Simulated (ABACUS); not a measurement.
# LiF (Griceite) (Fm-3m) in ABACUS: settings compared

Aim: see how the results for LiF (Griceite) move with the level of theory and the settings. Levels: SCAN, RPBE. Tasks: single point, relaxation of cell and atoms.

Program: ABACUS 3.10.1. These are calculated values, not measurements. Logs are shortened: lines on timing, memory, paths and dates and some standing lists are left out, and cuts for length are marked.

### Step 1. The structure

The structure is cubic, space group Fm-3m (No. 225). The conventional cell has a = 4.028 Å, b = 4.028 Å, c = 4.028 Å, α = 90.00°, β = 90.00°, γ = 90.00°. F (site symmetry m-3m) has 6 Li at 2.01 Å as nearest neighbours. Around Li (site symmetry m-3m) lie 6 F at 2.01 Å.

### Step 2. Single point, SCAN

The input, INPUT:

```
INPUT_PARAMETERS
suffix              LiF
calculation         scf
basis_type          lcao
pseudo_dir          ./
orbital_dir         ./
latname             fcc
symmetry            1
dft_functional      scan
ecutwfc             100
pseudo_rcut         10
nspin               1
nbands              15
ks_solver           genelpa
smearing_method     fd
smearing_sigma      0.00367493
scf_thr             1e-07
scf_nmax            100
mixing_type         broyden
mixing_beta         0.7
cal_force           1
cal_stress          1
mixing_tau          1
out_mul             1
out_chg             1
out_pot             2
out_elf             1
```

The input, STRU:

```
ATOMIC_SPECIES
F 18.9984 F_ONCV_PBE-1.2.upf
Li 6.9400 Li_ONCV_PBE-1.2.upf

NUMERICAL_ORBITAL
F_confined-atom_6au_2s2p1d.orb
Li_confined-atom_8au_3s1p.orb

LATTICE_CONSTANT
7.6118168300

ATOMIC_POSITIONS
Direct

F
0.0
1
0.5000000000 0.5000000000 0.5000000000 1 1 1

Li
0.0
1
0.0000000000 0.0000000000 0.0000000000 1 1 1
```

The input, KPT:

```
K_POINTS
0
Gamma
8 8 8 0 0 0
```

Potentials or basis: SG15 ONCV 1.2 PBE, DZP LCAO (the cutoffs set its grid).

On the command line:

```console
$ OMP_NUM_THREADS=1 mpirun -np 4 abacus > log
```

running log:

```text
ABACUS v3.10.1

               Atomic-orbital Based Ab-initio Computation at UStc

 ------------------------------------------------------------------------------------

 READING GENERAL INFORMATION
                           global_out_dir = OUT.LiF/
                           global_in_card = INPUT
                               pseudo_dir = ./
                              orbital_dir = ./
                                    DSIZE = 4
                                    GSIZE = 1

 READING UNITCELL INFORMATION
                                    ntype = 2
                  lattice constant (Bohr) = 7.61182
              lattice constant (Angstrom) = 4.028

 READING ATOM TYPE 1
                               atom label = F
                      L=0, number of zeta = 2
                      L=1, number of zeta = 2
                      L=2, number of zeta = 1
             number of atom for this type = 1

 READING ATOM TYPE 2
                               atom label = Li
                      L=0, number of zeta = 3
                      L=1, number of zeta = 1
             number of atom for this type = 1

                        TOTAL ATOM NUMBER = 2
DIRECT COORDINATES
    atom                   x                   y                   z     mag                  vx                  vy                  vz
taud_F1            0.5000000000        0.5000000000        0.5000000000  0.0000        0.0000000000        0.0000000000        0.0000000000
taud_Li1            0.0000000000        0.0000000000        0.0000000000  0.0000        0.0000000000        0.0000000000        0.0000000000

                          Volume (Bohr^3) = 110.257
                             Volume (A^3) = 16.3383

 Lattice vectors: (Cartesian coordinate: in unit of a_0)
                 -0.5                  +0                +0.5
                   +0                +0.5                +0.5
                 -0.5                +0.5                  +0
 Reciprocal vectors: (Cartesian coordinate: in unit of 2 pi/a_0)
                   -1                  -1                  +1
                   +1                  +1                  +1
                   -1                  +1                  -1
 The esolver type has been set to : ksdft_lcao

                PAO radial cut off (Bohr) = 10

 Read in pseudopotential file is F_ONCV_PBE-1.2.upf
                     pseudopotential type = NC
          exchange-correlation functional = PBE
                 nonlocal core correction = 0
                        valence electrons = 7
                                     lmax = 1
                           number of zeta = 0
                     number of projectors = 4
                           L of projector = 0
                           L of projector = 0
                           L of projector = 1
                           L of projector = 1
 XC functional updated to : scan
          exchange-correlation functional = SCAN
                PAO radial cut off (Bohr) = 10

 Read in pseudopotential file is Li_ONCV_PBE-1.2.upf
                     pseudopotential type = NC
          exchange-correlation functional = PBE
                 nonlocal core correction = 0
                        valence electrons = 3
                                     lmax = 1
                           number of zeta = 0
                     number of projectors = 4
                           L of projector = 0
                           L of projector = 0
                           L of projector = 1
                           L of projector = 1
 XC functional updated to : scan
          exchange-correlation functional = SCAN
     initial pseudo atomic orbital number = 0

 SETUP THE ELECTRONS NUMBER
             electron number of element F = 7
       total electron number of element F = 7
            electron number of element Li = 3
      total electron number of element Li = 3
            AUTOSET number of electrons:  = 10
                           occupied bands = 5
                                   NLOCAL = 19
                                   NBANDS = 15
                                   NBANDS = 15
                                   NLOCAL = 19

%%%%%%%%%%%%%%%%%%%%%%%%%%%%%%%%%%%%%%%%%%%%%%%%%%%%%%%%%%%%%%%%%%%%%%%%%%%%%%%%%%%%%%%%%%%%%%%%%%%%%%%%%%
 Warning: the number of valence electrons in pseudopotential > 1 for Li: [He] 2s1
 Pseudopotentials with additional electrons can yield (more) accurate outcomes, but may be less efficient.
 If you're confident that your chosen pseudopotential is appropriate, you can safely ignore this warning.
[... 79 lines left out ...]
K-POINTS REDUCTION ACCORDING TO SYMMETRY
     IBZ    DIRECT_X    DIRECT_Y    DIRECT_Z  WEIGHT  ibz2bz
       1  0.00000000  0.00000000  0.00000000  0.0020       0
       2  0.12500000  0.12500000  0.12500000  0.0156       1
       3  0.25000000  0.25000000  0.25000000  0.0156       2
       4  0.37500000  0.37500000  0.37500000  0.0156       3
       5  0.50000000  0.50000000  0.50000000  0.0078       4
       6  0.12500000  0.12500000  0.00000000  0.0117       9
[... 21 lines left out ...]
      28 -0.12500000  0.50000000  0.37500000  0.0234     101
      29  0.50000000  0.25000000 -0.25000000  0.0117     166

                               nkstot now = 29
[... K-POINTS DIRECT COORDINATES: 29 rows ...]

           k-point number in this process = 29
       minimum distributed K point number = 29
[... stars of the k points ...]

[... K-POINTS CARTESIAN COORDINATES: 29 rows ...]

[... K-POINTS DIRECT COORDINATES: 29 rows ...]

 SETUP PLANE WAVES FOR WAVE FUNCTIONS
     energy cutoff for wavefunc (unit:Ry) = 100
              fft grid for wave functions = [ 36, 36, 36 ]
                    number of plane waves = 2637
                         number of sticks = 253

 PARALLEL PW FOR WAVE FUNCTIONS
     PROC   COLUMNS(POT)             PW
        1             63            659
        2             63            659
        3             63            659
        4             64            660
 --------------- sum -------------------
        4            253           2637

 SET NONLOCAL PSEUDOPOTENTIAL PROJECTORS
 SET NONLOCAL PSEUDOPOTENTIAL PROJECTORS
 max number of nonlocal projetors among all species is 4

 -------------------------------------------
 SELF-CONSISTENT
 -------------------------------------------

 SETUP SEARCHING RADIUS FOR PROGRAM TO SEARCH ADJACENT ATOMS
                  longest orb rcut (Bohr) = 8
   longest nonlocal projector rcut (Bohr) = 1.78
                     search radius (Bohr) = 19.6
              searching radius is (Bohr)) = 19.6
         searching radius unit is (Bohr)) = 7.61
                         PeriodicBoundary = 1
                        Radius(unit:lat0) = 2.57
                                   glayer = [ 6, 6, 6 ]
                             glayer_minus = [ 5, 5, 5 ]

Find the coordinate range of the input atom(unit:lat0).
                                  min_tau = [ -5.5, -5, -5 ]
                                  max_tau = [ 5, 5.5, 5.5 ]
                                BoxNumber = [ 11, 11, 11 ]

 SETUP EXTENDED REAL SPACE GRID FOR GRID INTEGRATION
                          real space grid = [ 36, 36, 36 ]
                 big cell numbers in grid = [ 12, 12, 12 ]
             meshcell numbers in big cell = [ 3, 3, 3 ]
                        extended fft grid = [ 22, 22, 22 ]
                dimension of extened grid = [ 57, 57, 57 ]
                            UnitCellTotal = 125
              Atom number in sub-FFT-grid = 2
    Local orbitals number in sub-FFT-grid = 19
                                ParaV.nnr = 13686
                                 init_chg = atomic

 LCAO ALGORITHM --------------- ION=   1  ELEC=   1--------------------------------

 Density error is 0.0915122022419
----------------------------------------------------------
     Energy           Rydberg                 eV
----------------------------------------------------------
 E_KohnSham     -62.3244878758       -847.9681600428
 E_Harris       -60.5962223499       -824.4539012340
 E_Fermi        0.3238642926         4.4063997577
----------------------------------------------------------
[... 80 lines left out ...]
 Density error is 9.8726824876e-08
----------------------------------------------------------
     Energy           Rydberg                 eV
----------------------------------------------------------
 E_KohnSham     -62.3556792909       -848.3925410164
 E_KS(sigma->0) -62.3556792909       -848.3925410164
 E_Harris       -62.3556808068       -848.3925616420
 E_band         -9.4385477178        -128.4180298072
 E_one_elec     -25.1392767612       -342.0374075508
 E_Hartree      16.5405388286        225.0455760596
 E_xc           -12.8086646954       -174.2708236293
 E_Ewald        -40.9482766629       -557.1298858959
 E_entropy(-TS) 0.0000000000         0.0000000000
 E_descf        0.0000000000         0.0000000000
 E_exx          0.0000000000         0.0000000000
 E_Fermi        0.2705439864         3.6809397742
----------------------------------------------------------

 charge density convergence is achieved
 final etot is -848.39254102 eV
 EFERMI = 3.6809397742 eV
The vacuum level is 4.1435734962 eV

 STATE ENERGY(eV) AND OCCUPATIONS    NSPIN == 1
 1/29 kpoint (Cartesian) = 0.0000 0.0000 0.0000 (458 pws)
       1       -41.2764     0.00390625
       2       -20.9588     0.00390625
       3       0.342128     0.00390625
       4       0.342128     0.00390625
       5       0.342128     0.00390625
       6        10.4839    3.17691e-62
       7        26.5589        0.00000
       8        26.5589        0.00000
       9        26.5589        0.00000
      10        30.7554        0.00000
      11        30.7554        0.00000
      12        30.7554        0.00000
      13        38.1604        0.00000
      14        38.1604        0.00000
      15        58.0094        0.00000
[... 71 lines left out ...]
       2       -20.8809      0.0234375
       3     -0.0542680      0.0234375
       4       0.190342      0.0234375
       5       0.190342      0.0234375
       6        11.1490    3.18846e-67
       7        24.4200        0.00000
       8        24.4565        0.00000
       9        24.4565        0.00000
      10        28.9958        0.00000
      11        35.5951        0.00000
      12        35.5951        0.00000
      13        38.9827        0.00000
      14        40.6595        0.00000
      15        53.8520        0.00000

[... levels at 23 further k points ...]

 correction force for each atom along direction 1 is 3.74343e-14
 correction force for each atom along direction 2 is -6.26366e-14
 correction force for each atom along direction 3 is -6.83395e-14
------------------------------------------------------------------------------------------
 TOTAL-FORCE (eV/Angstrom)
------------------------------------------------------------------------------------------
                        F1         0.0000000000         0.0000000000         0.0000000000
                       Li1         0.0000000000         0.0000000000         0.0000000000
------------------------------------------------------------------------------------------

----------------------------------------------------------------
 TOTAL-STRESS (KBAR)
----------------------------------------------------------------
       -29.0336112441         0.0000000000         0.0000000000
        -0.0000000000       -29.0336112441         0.0000000000
        -0.0000000000         0.0000000000       -29.0336112441
----------------------------------------------------------------
 TOTAL-PRESSURE: -29.033611 KBAR

 --------------------------------------------
 !FINAL_ETOT_IS -848.3925410164148389 eV
 --------------------------------------------
```

Wall time 11 s (4 MPI ranks of Intel Xeon Platinum 8488C (Sapphire Rapids), shared host); peak memory 0.36 GiB.

What came out:

```yaml
Free_energy: -848.3925 eV
Pressure: -2.9 GPa
Band_gap_on_the_k_mesh: 10.14 eV, direct
Mulliken_charges: F -0.76; Li +0.76 e
```

Caveat: the atomic orbitals were generated for these runs and aren't a published set; Mulliken charges move with the basis; the potentials were made for another functional, which shifts forces and pressure; the basis of atomic orbitals isn't converged, which shifts pressures, moduli and gaps.

### Step 3. Relaxation of cell and atoms, SCAN

The input, INPUT:

```
INPUT_PARAMETERS
suffix              LiF
calculation         cell-relax
basis_type          lcao
pseudo_dir          ./
orbital_dir         ./
symmetry            1
dft_functional      scan
ecutwfc             100
pseudo_rcut         10
nspin               1
nbands              9
ks_solver           genelpa
smearing_method     fd
smearing_sigma      0.00367493
scf_thr             1e-07
scf_nmax            100
mixing_type         broyden
mixing_beta         0.7
cal_force           1
cal_stress          1
mixing_tau          1
out_mul             1
relax_nmax          60
force_thr_ev        0.02
relax_method        cg
out_stru            1
stress_thr          1
```

STRU: that of step 2 with these lines changed.

```diff
@@ -9,3 +9,8 @@
 LATTICE_CONSTANT
-7.6118168300
+1.8897261246
+
+LATTICE_VECTORS
+0.0000000000 2.0140000000 2.0140000000
+2.0140000000 0.0000000000 2.0140000000
+2.0140000000 2.0140000000 0.0000000000
```

KPT is that of step 2.

Potentials or basis: SG15 ONCV 1.2 PBE, DZP LCAO (the cutoffs set its grid).

On the command line:

```console
$ OMP_NUM_THREADS=1 mpirun -np 4 abacus > log
```

It took 1.8 min on 4 MPI ranks of Intel Xeon Platinum 8488C (Sapphire Rapids), shared host; peak memory 0.4 GiB.

The run converged. Its results:

* Free energy: -848.3982 eV
* Relaxed volume: 7.88 Å³/atom
* Relaxed cell: a = 2.814 Å, b = 2.814 Å, c = 2.814 Å, α = 60.00°, β = 60.00°, γ = 60.00°
* Space group after relaxing (to 0.05 Å): Fm-3m (No. 225)
* Energy gained by relaxing: 2.8 meV/atom
* Ionic steps: 15
* Pressure after relaxing: -0.1 GPa
* Mulliken charges: F -0.75; Li +0.75 e

The path:
| step | energy change (eV) | largest force (eV/Å) | pressure (GPa) | volume (Å³) |
| --- | --- | --- | --- | --- |
| 1 | 0.0000 | 0.0000 | -2.90 | 16.34 |
| 2 | -0.0047 | 0.0000 | -1.22 | 15.98 |
| 3 | -0.0056 | 0.0000 | -0.23 | 15.78 |
| 4 | -0.0056 | 0.0000 | -0.22 | 15.78 |
| 5 | -0.0056 | 0.0000 | -0.18 | 15.77 |
| 6 | -0.0056 | 0.0000 | -0.18 | 15.77 |
| 7 | -0.0056 | 0.0000 | -0.17 | 15.77 |
| 8 | -0.0056 | 0.0000 | -0.17 | 15.77 |
| 9 | -0.0056 | 0.0000 | -0.16 | 15.77 |
| 10 | -0.0057 | 0.0000 | -0.16 | 15.77 |
| 11 | -0.0057 | 0.0000 | -0.15 | 15.76 |
| 12 | -0.0057 | 0.0000 | -0.14 | 15.76 |
| 13 | -0.0057 | 0.0000 | -0.12 | 15.76 |
| 14 | -0.0057 | 0.0000 | -0.12 | 15.76 |
| 15 | -0.0057 | 0.0000 | -0.10 | 15.75 |

Final structure:
```yaml
crystal:
  lattice:
    - [0.00000, 1.98970, 1.98970]
    - [1.98970, 0.00000, 1.98970]
    - [1.98970, 1.98970, 0.00000]
  atoms:
    - { symbol: F, position: [0.50000, 0.50000, 0.50000] }
    - { symbol: Li, position: [0.00000, 0.00000, 0.00000] }
```

Caveat: the atomic orbitals were generated for these runs and aren't a published set; Mulliken charges move with the basis; the potentials were made for another functional, which shifts forces and pressure; the basis of atomic orbitals isn't converged, which shifts pressures, moduli and gaps.

[end of part 1 of 2]
